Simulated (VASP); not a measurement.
Given:

```xyz
5
Lattice="4.1882 0.0000 0.0000 0.0000 4.1882 0.0000 0.0000 0.0000 4.1882" Properties=species:S:1:pos:R:3 pbc="T T T"
Ba     0.0000     0.0000     0.0000
Sn     2.0941     2.0941     2.0941
O      2.0941     0.0000     2.0941
O      0.0000     2.0941     2.0941
O      2.0941     2.0941     0.0000
```

The numbers are results of PBE GGA, VASP's PBE PAW potentials (set 64) (plane waves; VASP), not measurements. Settings: 520 eV cut-off, 6×6×6 Γ-centred mesh, tetrahedra with Blöchl corrections, potentials Ba_sv Sn_d O.

Unless said otherwise, spin-orbit coupling is left out, though it shifts the bands of the heavy elements here.

Problem. Tabulate the total density of states (states/eV per cell) against energy (eV; zero at the valence-band maximum or, without a gap, the Fermi level).

Solution. 
(E (eV), DOS (states/eV)): (-9.97, 0.00); (-9.61, 0.00); (-9.25, 0.00); (-8.89, 0.00); (-8.53, 0.02); (-8.17, 0.23); (-7.81, 0.31); (-7.57, 0.40); (-7.21, 0.59); (-6.85, 0.84); (-6.49, 0.91); (-6.13, 0.80); (-5.77, 0.64); (-5.41, 0.46); (-5.05, 0.32); (-4.69, 0.13); (-4.33, 1.64); (-3.97, 1.72); (-3.61, 1.47); (-3.25, 1.19); (-3.01, 1.40); (-2.65, 2.10); (-2.29, 2.22); (-1.93, 3.38); (-1.57, 11.9); (-1.21, 5.07); (-0.85, 8.30); (-0.49, 6.03); (-0.13, 1.89); (0.23, 0.00); (0.59, 0.00); (0.95, 0.01); (1.31, 0.04); (1.55, 0.07); (1.91, 0.12); (2.27, 0.14); (2.63, 0.18); (2.99, 0.23); (3.35, 0.29); (3.71, 0.42)
Within 2 eV below the valence-band maximum the largest weight inside VASP's projection spheres is O p.

The compound is BaSnO3 in the cubic perovskite structure. It was relaxed first, which changed the volume by +5 %.
